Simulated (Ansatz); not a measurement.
# Relaxing SnO

Level of theory: Ansatz, DFT PBE, scalar-relativistic, plane waves, PAW. (420 eV cutoff, 10×10×8 k-mesh, Gaussian smearing of 0.01 eV, no spin polarisation)

What was changed: biaxial strain in the a-b plane, c and atoms relaxed: -6.0 %.

Command:

```bash
ansatz run input.yaml --threads 1 --pin off --max-ram 2560MiB --backend cpu --events-out ev --progress --plain --runs-dir out
```

Input:

```yaml
crystal:
  lattice:
    - [3.636167055, 0.0, 0.0]
    - [0.0, 3.636167055, 0.0]
    - [0.0, 0.0, 5.2486248401]
  atoms:
    - { symbol: Sn, position: [0.0, 0.5, 0.2293862532] }
    - { symbol: Sn, position: [0.5, 0.0, 0.7706137468] }
    - { symbol: O, position: [0.5, 0.5, 0.0] }
    - { symbol: O, position: [0.0, 0.0, 0.0] }
basis:
  ecutwfc: 420
kpoints:
  mp_grid: { grid: [10, 10, 8] }
hamiltonian:
  xc: pbe
scf:
  occupations: { method: gaussian, width: 0.01 }
output:
  forces: true
  stress: true
  eigenvalues: true
  write_density: true
  write_potential: true
  elf: true
  volumetric_format: npy
relax:
  adjacent_minimum: "off"
  f_tol: 0.008
  max_steps: 40
  cell: { stress_tol: 0.015, fix: [a, b, gamma] }
```

F is the free energy. Steps run on the plane waves of an earlier cell, but the last one, and at times one on the way, on a freshly chosen basis, so a repeated geometry can differ a little in energy. The held parts of the cell keep their stress, so P needn't end at zero.

Steps:

```tsv
step	F − F(1) (eV)	largest force component (eV/Å)	V (Å³/atom)	P (GPa)
1	0.0000	0.651	17.349	10.28
2	-0.0139	0.329	17.492	6.76
3	-0.0181	0.010	17.629	7.62
4	-0.0173	0.008	17.726	7.56
5	-0.0167	0.003	17.782	7.46
6	-0.0228	0.002	17.782	7.57
7	-0.0218	0.001	17.899	7.41
8	-0.0214	0.000	17.932	7.37
9	-0.0233	0.001	17.932	7.39
10	-0.0229	0.000	17.976	7.34
11	-0.0233	0.000	17.976	7.34
12	-0.0232	0.000	17.989	7.32
13	-0.0233	0.000	17.989	7.32
```

Relaxed structure:

```cif
data_structure
_symmetry_space_group_name_H-M 'P 1'
_symmetry_Int_Tables_number 1
_cell_length_a 3.6362
_cell_length_b 3.6362
_cell_length_c 5.4424
_cell_angle_alpha 90.000
_cell_angle_beta 90.000
_cell_angle_gamma 90.000
_cell_volume 71.96
loop_
_atom_site_label
_atom_site_type_symbol
_atom_site_fract_x
_atom_site_fract_y
_atom_site_fract_z
_atom_site_occupancy
Sn1 Sn 0.00000 0.50000 0.22717 1
Sn2 Sn 0.50000 0.00000 0.77283 1
O1 O 0.50000 0.50000 0.00000 1
O2 O 0.00000 0.00000 0.00000 1
```

It takes space group P4/nmm (No. 129, tetragonal). The conventional cell has a = 3.636 Å, b = 3.636 Å, c = 5.442 Å, α = 90.00°, β = 90.00°, γ = 90.00°. Sn (site symmetry 4mm) has 4 O at 2.20 Å as nearest neighbours. Around O (site symmetry -4m2) lie 4 Sn at 2.20 Å.

The run converged. The run took 68 s on 1 thread of Intel(R) Xeon(R) 6975P-C (Granite Rapids) (shared host), peak memory 0.47 GiB.